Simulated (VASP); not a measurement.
# AlP (F-43m) in VASP: further runs

Aim: see how the results for AlP move with the level of theory and the settings. Levels: PBE, PBEsol. Tasks: relaxation of cell and atoms.

All numbers are computed with VASP 6.6.1; they aren't measurements. Logs are shortened: lines on timing, memory, paths and dates and some standing lists are left out, and cuts for length are marked.

### 1 The structure

The structure is cubic, space group F-43m (No. 216). Conventional cell: a = 5.511 Å, b = 5.511 Å, c = 5.511 Å, α = 90.00°, β = 90.00°, γ = 90.00°. Al (site symmetry -43m) has 4 P at 2.39 Å as nearest neighbours. Around P (site symmetry -43m) lie 4 Al at 2.39 Å.

### 2 Relaxation of cell and atoms, PBE

Contents of INCAR:

```
SYSTEM = AlP
ALGO     = Normal         ! electronic algorithm
EDIFF    = 1E-7           ! SCF threshold, eV
EDIFFG   = -0.005         ! ionic threshold
ENCUT    = 300            ! plane-wave cutoff, eV
GGA      = PE             ! functional
IBRION   = 2              ! ionic algorithm
ISIF     = 3              ! what is computed and relaxed
ISMEAR   = 0              ! smearing method
LASPH    = .TRUE.         ! aspherical terms in the spheres
LCHARG   = .FALSE.        ! write CHGCAR
LREAL    = .FALSE.        ! projectors in reciprocal space
LWAVE    = .FALSE.        ! write WAVECAR
NELM     = 80             ! most SCF steps
NSW      = 90             ! ionic steps
PREC     = Accurate       ! precision mode
SIGMA    = 0.03           ! smearing width, eV
```

Contents of KPOINTS:

```
k-points
0
G
  4 4 4
  0 0 0
```

Contents of POSCAR:

```
AlP                                     
1.0
    0.0000000000      2.7556199903      2.7556199903
    2.7556199903     -0.0000000000      2.7556199903
    2.7556199903      2.7556199903     -0.0000000000
  Al              P             
     1     1
Direct
     0.0000000000000000    0.0000000000000000    0.0000000000000000
     0.2500000000000000    0.2500000000000000    0.2500000000000000
```

Potentials or basis: VASP PAW PBE potentials, release 64 (Al, P).

Run with:

```bash
> cat potpaw_PBE.64/Al/POTCAR potpaw_PBE.64/P/POTCAR > POTCAR
> mpirun -np 1 vasp_std > vasp.out
```

OUTCAR:

```text
SYSTEM = AlP
   EDIFF = 1E-7
   EDIFFG = -0.005
   ENCUT = 300
   GGA = PE
   IBRION = 2
   ISIF = 3
   ISMEAR = 0
   LASPH = .TRUE.
   LREAL = .FALSE.
   NELM = 80
   NSW = 90
   PREC = Accurate

 ion  position               nearest neighbor table
   1  0.000  0.000  0.000-   2 2.39   2 2.39   2 2.39   2 2.39
   2  0.250  0.250  0.250-   1 2.39   1 2.39   1 2.39   1 2.39

  LATTYP: Found a face centered cubic cell.
 ALAT       =     5.5112399806

  Lattice vectors:

 A1 = (   0.0000000000,   2.7556199903,   2.7556199903)
 A2 = (   2.7556199903,   0.0000000000,   2.7556199903)
 A3 = (   2.7556199903,   2.7556199903,   0.0000000000)

Analysis of symmetry for initial positions (statically):
=====================================================================
 Subroutine PRICEL returns:
 Original cell was already a primitive cell.

 Routine SETGRP: Setting up the symmetry group for a
 face centered cubic supercell.

 Subroutine GETGRP returns: Found 24 space group operations
 (whereof 24 operations were pure point group operations)
 out of a pool of 48 trial point group operations.

The static configuration has the point symmetry T_d .

Analysis of symmetry for dynamics (positions and initial velocities):
=====================================================================
 Subroutine PRICEL returns:
 Original cell was already a primitive cell.

 Routine SETGRP: Setting up the symmetry group for a
 face centered cubic supercell.

 Subroutine GETGRP returns: Found 24 space group operations
 (whereof 24 operations were pure point group operations)
 out of a pool of 48 trial point group operations.

The dynamic configuration has the point symmetry T_d .

 Subroutine INISYM returns: Found 24 space group operations
 (whereof 24 operations are pure point group operations),
 and found     1 'primitive' translations

----------------------------------------------------------------------------------------

                                     Primitive cell

  volume of cell :      41.8493

  direct lattice vectors                    reciprocal lattice vectors
     0.000000000  2.755619990  2.755619990    -0.181447370  0.181447370  0.181447370
     2.755619990  0.000000000  2.755619990     0.181447370 -0.181447370  0.181447370
     2.755619990  2.755619990  0.000000000     0.181447370  0.181447370 -0.181447370

  length of vectors
     3.897035163  3.897035163  3.897035163     0.314276064  0.314276064  0.314276064

[... 70 lines left out ...]
   ISYM   =      2    0-nonsym 1-usesym 2-fastsym
   POTIM  = 0.5000    time-step for ionic-motion
   TEBEG  =    0.0;   TEEND  =   0.0 temperature during run
   PSTRESS=    0.0 pullay stress
   NELECT =       8.0000    total number of electrons
   NUPDOWN=      -1.0000    fix difference up-down
   EMIN   =  10.00;   EMAX   =-10.00  energy-range for DOS
   EFERMI =   0.00;   METHOD = LEGACY
   ISMEAR =     0;   SIGMA  =   0.03  broadening in eV -4-tet -1-fermi 0-gaus
   EFERMI_NEDOS =   21; number of points for ismear=-14 and -15
   IALGO  =     38    algorithm
   IMIX   =      4    mixing-type and parameters
     AMIX     =   0.40;   BMIX     =  1.00
     AMIX_MAG =   1.60;   BMIX_MAG =  1.00
  volume/ion in A,a.u.               =      20.92       141.21
  Fermi-wavevector in a.u.,A,eV,Ry     =   0.943066  1.782137 12.100665  0.889374
  Thomas-Fermi vector in A             =   2.070737
   LORBIT       =      0    0 simple, 1 ext, 2 COOP (PROOUT), +10 PAW based schemes
   GGA     = PE    functional components
   LHFCALC =     F    Hartree Fock is set to
   AEXX    =    0.0000 exact exchange contribution
   IVDW    =     0    specifies the selected vdW correction
   LEPSILON=     F    determine dielectric tensor
   LRPA    =     F    only Hartree local field effects (RPA)
 conjugate gradient relaxation of ions
 non-spin polarized calculation
 Gauss-broadening in eV      SIGMA  =   0.03
  energy-cutoff  :      300.00
  volume of cell :       41.85
 maximum number of plane-waves:       531
 NGX is ok and might be reduce to    24
   NGX = 11   NGY = 11   NGZ = 11

 number of electron       8.0000001 magnetization

 Free energy of the ion-electron system (eV)
  ---------------------------------------------------
  ext. energy  EPLUGINS =         0.00000000
  ---------------------------------------------------
  free energy    TOTEN  =       -10.27870440 eV

  energy without entropy =      -10.27870440  energy(sigma->0) =      -10.27870440

 E-fermi :   4.5176     XC(G=0):  -9.0833

 val. band max:        4.3667129127   @ k =   0.0000   0.0000   0.0000
 cond. band min:       5.9784138742   @ k =   0.5000   0.5000   0.0000
 fundamental gap:      1.6117009615
 Fermi energy:         4.5176450062

 k-point     1 :       0.0000    0.0000    0.0000
  band No.  band energies     occupation
      1      -6.9859      2.00000
      2       4.3667      2.00000
      3       4.3667      2.00000
      4       4.3667      2.00000
      5       7.4268      0.00000
      6       8.8651      0.00000
      7       8.8651      0.00000
      8       8.8651      0.00000
[... 67 lines left out ...]
 k-point     8 :      -0.2500    0.5000    0.2500
  band No.  band energies     occupation
      1      -4.6833      2.00000
      2      -0.4997      2.00000
      3       1.2885      2.00000
      4       1.6311      2.00000
      5       8.6786      0.00000
      6      10.1600      0.00000
      7      10.4878      0.00000
      8      10.6339      0.00000

------------------------ aborting loop because EDIFF is reached ----------------------------------------

  FORCE on cell =-STRESS in cart. coord.  units (eV):
  Direction    XX          YY          ZZ          XY          YZ          ZX
  --------------------------------------------------------------------------------------
  -------------------------------------------------------------------------------------
  Total        0.0031773      0.0031773      0.0031773     -0.0000000     -0.0000000     -0.0000000
  in kB        0.1216424      0.1216424      0.1216424     -0.0000000     -0.0000000     -0.0000000
  external PRESSURE =       0.1216424 kB  Pullay stress =       0.0000000 kB

 VOLUME and BASIS-vectors are now :
 -----------------------------------------------------------------------------
  energy-cutoff  :      300.00
  volume of cell :       41.85
      direct lattice vectors                 reciprocal lattice vectors
     0.000000000  2.755619990  2.755619990    -0.181447370  0.181447370  0.181447370
     2.755619990  0.000000000  2.755619990     0.181447370 -0.181447370  0.181447370
     2.755619990  2.755619990  0.000000000     0.181447370  0.181447370 -0.181447370

 POSITION                                       TOTAL-FORCE (eV/Angst)
 -----------------------------------------------------------------------------------
      0.00000      0.00000      0.00000         0.000000      0.000000      0.000000
      1.37781      1.37781      1.37781        -0.000000     -0.000000     -0.000000
 -----------------------------------------------------------------------------------
    total drift:                               -0.000002     -0.000002     -0.000002

  FREE ENERGIE OF THE ION-ELECTRON SYSTEM (eV)
  ---------------------------------------------------
  free  energy   TOTEN  =       -10.2787044034 eV

  energy  without entropy=      -10.2787044034  energy(sigma->0) =      -10.27870440

 reached required accuracy - stopping structural energy minimisation
```

OSZICAR:

```text
N       E                     dE             d eps       ncg     rms          rms(c)
DAV:   1     0.792166453263E+01    0.79217E+01   -0.23016E+03   136   0.476E+02
DAV:   2    -0.103141318838E+02   -0.18236E+02   -0.17141E+02   200   0.735E+01
DAV:   3    -0.106431020859E+02   -0.32897E+00   -0.32897E+00   136   0.142E+01
DAV:   4    -0.106454260697E+02   -0.23240E-02   -0.23240E-02   224   0.139E+00
DAV:   5    -0.106454275812E+02   -0.15115E-05   -0.15115E-05   136   0.324E-02    0.454E+00
DAV:   6    -0.103218414255E+02    0.32359E+00   -0.78752E-01   136   0.412E+00    0.293E+00
DAV:   7    -0.102776634657E+02    0.44178E-01   -0.24606E-01   168   0.251E+00    0.148E+00
DAV:   8    -0.102784604976E+02   -0.79703E-03   -0.16121E-02   128   0.830E-01    0.232E-01
DAV:   9    -0.102784797160E+02   -0.19218E-04   -0.52328E-04   160   0.176E-01    0.113E-01
DAV:  10    -0.102787025586E+02   -0.22284E-03   -0.34044E-04   128   0.129E-01    0.206E-02
DAV:  11    -0.102787027402E+02   -0.18165E-06   -0.36035E-05   168   0.305E-02    0.768E-03
DAV:  12    -0.102787041888E+02   -0.14486E-05   -0.23925E-06   128   0.123E-02    0.376E-03
DAV:  13    -0.102787044502E+02   -0.26145E-06   -0.75727E-07   160   0.473E-03    0.145E-03
DAV:  14    -0.102787044034E+02    0.46765E-07   -0.22405E-08    64   0.110E-03
   1 F= -.10278704E+02 E0= -.10278704E+02  d E =-.102787E+02
```

It took 3 s on 1 thread of Intel Xeon Platinum 8259CL at 2.50GHz (Skylake/Cascade Lake), shared host; peak memory 0.12 GiB.

Results:

| Quantity | Value |
| --- | --- |
| Free energy | -10.2787 eV |
| Pressure after relaxing | 0.0 GPa |
| Band gap on the k mesh | 1.61 eV, indirect (least direct gap 3.06 eV) |

Final structure:
```xyz
2
Lattice="0.0000 2.7556 2.7556 2.7556 0.0000 2.7556 2.7556 2.7556 0.0000" Properties=species:S:1:pos:R:3 pbc="T T T"
Al    0.0000    0.0000    0.0000
P     1.3778    1.3778    1.3778
```

Caveat: the k mesh is coarse (spacing up to 0.49 Å⁻¹), so the values aren't converged; the cutoff is under 1.25 times the usual one of these potentials, so pressure, stress and relaxed cells hold a basis-set (Pulay) error; the relaxation stopped at its first step, so nothing moved.

### 3 Relaxation of cell and atoms, PBEsol

This run uses another cell than the first one, of 20.25 Å³/atom, 0.968 times its volume.

Contents of INCAR:

```
PREC     = Accurate       # precision mode
ENCUT    = 600            # plane-wave cutoff, eV
EDIFF    = 1E-6           # SCF threshold, eV
ISMEAR   = 0              # smearing method
SIGMA    = 0.03           # smearing width, eV
LREAL    = False          # projectors in reciprocal space
LASPH    = True           # aspherical terms in the spheres
NELM     = 80             # most SCF steps
ALGO     = Normal         # electronic algorithm
ISIF     = 3              # what is computed and relaxed
LWAVE    = False          # write WAVECAR
LCHARG   = False          # write CHGCAR
GGA      = PS             # functional
IBRION   = 2              # ionic algorithm
NSW      = 90             # ionic steps
EDIFFG   = -0.01          # ionic threshold
KPAR     = 8
```

Contents of KPOINTS:

```
regular mesh
0
Gamma
  8 8 8
```

Contents of POSCAR:

```
AlP
1.0
    0.0000000000      2.7255000000      2.7255000000
    2.7255000000      0.0000000000      2.7255000000
    2.7255000000      2.7255000000      0.0000000000
Al P
1 1
Direct
    0.0000000000      0.0000000000      0.0000000000
    0.2500000000      0.2500000000      0.2500000000
```

Potentials or basis: VASP PAW PBE potentials, release 64 (Al, P).

Run with:

```bash
> cat potpaw_PBE.64/Al/POTCAR potpaw_PBE.64/P/POTCAR > POTCAR
> mpirun -np 8 vasp_std > vasp.out
```

Wall time 5.5 s (8 MPI ranks of Intel Xeon Platinum 8488C (Sapphire Rapids), shared host); peak memory 0.18 GiB.

It converged, with:

| Item | Value |
| --- | --- |
| Free energy | -10.9955 eV |
| Relaxed volume | 20.47 Å³/atom |
| Relaxed cell | a = 3.869 Å, b = 3.869 Å, c = 3.869 Å, α = 60.00°, β = 60.00°, γ = 60.00° |
| Space group after relaxing (to 0.05 Å) | F-43m (No. 216) |
| Energy gained by relaxing | 0.7 meV/atom |
| Ionic steps | 3 |
| Pressure after relaxing | 0.0 GPa |
| Band gap on the k mesh | 1.45 eV, indirect (least direct gap 3.15 eV) |

Step by step:
```
step  energy change (eV)  largest force (eV/Å)  pressure (GPa)  volume (Å³)
   1              0.0000                0.0000            1.00        40.49
   2             -0.0009                0.0000           -0.60        41.24
   3             -0.0014                0.0000            0.00        40.95
```

Final structure:
```xyz
2
Lattice="0.0000 2.7357 2.7357 2.7357 0.0000 2.7357 2.7357 2.7357 0.0000" Properties=species:S:1:pos:R:3 pbc="T T T"
Al    0.0000    0.0000    0.0000
P     1.3679    1.3679    1.3679
```

Levels at points of the mesh, in eV from the valence-band top:
```csv
k point,band 1,band 2,band 3,band 4,band 5,band 6,band 7,band 8
"(0.00, 0.00, 0.00)",-11.49,0.00,0.00,0.00,3.15,4.50,4.50,4.50
"(0.50, 0.00, 0.00)",-9.81,-5.55,-0.76,-0.76,2.71,4.75,4.75,8.06
"(0.50, 0.50, 0.00)",-9.15,-5.32,-2.11,-2.11,1.45,2.37,10.94,10.94
```

Caveat: the PAW data sets were made with another functional, which shifts forces and pressure a little.

### 4 Relaxation of cell and atoms, PBEsol

This run uses another cell than the first one, of 20.47 Å³/atom, 0.978 times its volume.

INCAR: that of step 3 with these lines changed.

```diff
@@ -2,3 +2,3 @@
 ENCUT    = 600            # plane-wave cutoff, eV
-EDIFF    = 1E-6           # SCF threshold, eV
+EDIFF    = 1E-7           # SCF threshold, eV
 ISMEAR   = 0              # smearing method
@@ -15,3 +15,3 @@
 NSW      = 90             # ionic steps
-EDIFFG   = -0.01          # ionic threshold
+EDIFFG   = -0.005         # ionic threshold
 KPAR     = 8
```

KPOINTS is that of step 3.

Contents of POSCAR:

```
AlP                                     
1.0
    0.0000000000      2.7357031040      2.7357031040
    2.7357031040     -0.0000000000      2.7357031040
    2.7357031040      2.7357031040     -0.0000000000
  Al              P             
     1     1
Direct
     0.0000000000000000    0.0000000000000000    0.0000000000000000
     0.2500000000000000    0.2500000000000000    0.2500000000000000
```

Run with:

```bash
> cat potpaw_PBE.64/Al/POTCAR potpaw_PBE.64/P/POTCAR > POTCAR
> mpirun -np 8 vasp_std > vasp.out
```

Run time: 3.1 s. Hardware: 8 MPI ranks of Intel Xeon Platinum 8488C (Sapphire Rapids), shared host; peak memory 0.17 GiB.

Results (log left out):

| Item | Value |
| --- | --- |
| Free energy | -10.9955 eV |
| Pressure after relaxing | 0.0 GPa |
| Band gap on the k mesh | 1.45 eV, indirect (least direct gap 3.15 eV) |

Final structure:
```xyz
2
Lattice="0.0000 2.7357 2.7357 2.7357 0.0000 2.7357 2.7357 2.7357 0.0000" Properties=species:S:1:pos:R:3 pbc="T T T"
Al    0.0000    0.0000    0.0000
P     1.3679    1.3679    1.3679
```

Levels at points of the mesh, in eV from the valence-band top:
| k point | band 1 | band 2 | band 3 | band 4 | band 5 | band 6 | band 7 | band 8 |
| --- | --- | --- | --- | --- | --- | --- | --- | --- |
| (0.00, 0.00, 0.00) | -11.49 | 0.00 | 0.00 | 0.00 | 3.15 | 4.50 | 4.50 | 4.50 |
| (0.50, 0.00, 0.00) | -9.81 | -5.55 | -0.76 | -0.76 | 2.71 | 4.75 | 4.75 | 8.06 |
| (0.50, 0.50, 0.00) | -9.15 | -5.32 | -2.11 | -2.11 | 1.45 | 2.37 | 10.94 | 10.94 |

Caveat: the relaxation stopped at its first step, so nothing moved; the PAW data sets were made with another functional, which shifts forces and pressure a little. A k mesh can miss the band edges.
